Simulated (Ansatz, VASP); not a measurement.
Os in VASP and in Ansatz

The input INCAR:

```
SYSTEM = Os
ALGO = Normal
EDIFF = 1E-6
ENCUT = 520
GGA = PS
ISIF = 2
ISMEAR = -1
LASPH = .TRUE.
LCHARG = .FALSE.
LREAL = .FALSE.
LWAVE = .FALSE.
NBANDS = 15
NELM = 60
PREC = Accurate
SIGMA = 0.08
```

Contents of KPOINTS:

```
k-points
0
G
  17 17 10
  0 0 0
```

File POSCAR:

```
Os
1.0
    2.7431834308      0.0000000000      0.0000000000
   -1.3715917155      2.3756665384      0.0000000000
    0.0000000000      0.0000000000      4.3340512682
Os
2
Direct
    0.3333333333      0.6666666667      0.2500000000
    0.6666666667      0.3333333333      0.7500000000
```

Input for Ansatz:

```yaml
crystal:
  lattice:
    - [2.7431834308, 0.0, 0.0]
    - [-1.3715917155, 2.3756665384, 0.0]
    - [0.0, 0.0, 4.3340512682]
  atoms:
    - { symbol: Os, position: [0.3333333333, 0.6666666667, 0.25] }
    - { symbol: Os, position: [0.6666666667, 0.3333333333, 0.75] }
kpoints:
  mp_grid: { grid: [17, 17, 10] }
  band_path:
    path:
      - [0.0, 0.0, 0.0]
      - [0.5, 0.0, 0.0]
      - [0.3333333333, 0.3333333333, 0.0]
      - [0.0, 0.0, 0.0]
      - [0.0, 0.0, 0.5]
      - [0.5, 0.0, 0.5]
      - [0.3333333333, 0.3333333333, 0.5]
      - [0.0, 0.0, 0.5]
      - [0.5, 0.0, 0.5]
    npoints: 5
scf:
  occupations: { method: fermi_dirac, width: 0.08 }
hamiltonian:
  xc: pbesol
  pseudopotentials: { kind: all_electron, lapw: { basis_error: 0.001 } }
output:
  forces: true
  stress: true
  eigenvalues: true
```

Change from the starting cell: volume scaled by 1.01.

Alike in both runs: task single point; functional PBEsol; k mesh 17 × 17 × 10; occupations fermi-dirac, width 0.08 eV; no spin polarisation.

|  | VASP | Ansatz |
| --- | --- | --- |
| version | VASP 6.6.1 | Ansatz 0.2.0 |
| potentials or method | VASP PAW PBE potentials, release 64 (Os) | all-electron LAPW, scalar-relativistic |
| plane-wave cutoff (eV) | 520 | see its input |

```tsv
	VASP	Ansatz	Ansatz less VASP
pressure (GPa)	-6.5	-6.8	-0.27
largest component of the traceless stress (GPa)	0.64	0.60	-0.049
```

Ansatz ran all-electron here, so the differences hold the error of VASP's frozen core and of both bases.

Caveats: the PAW data sets were made with another functional, which shifts forces and pressure a little (VASP). The runs have no spin-orbit coupling, so splittings on Os are missing.
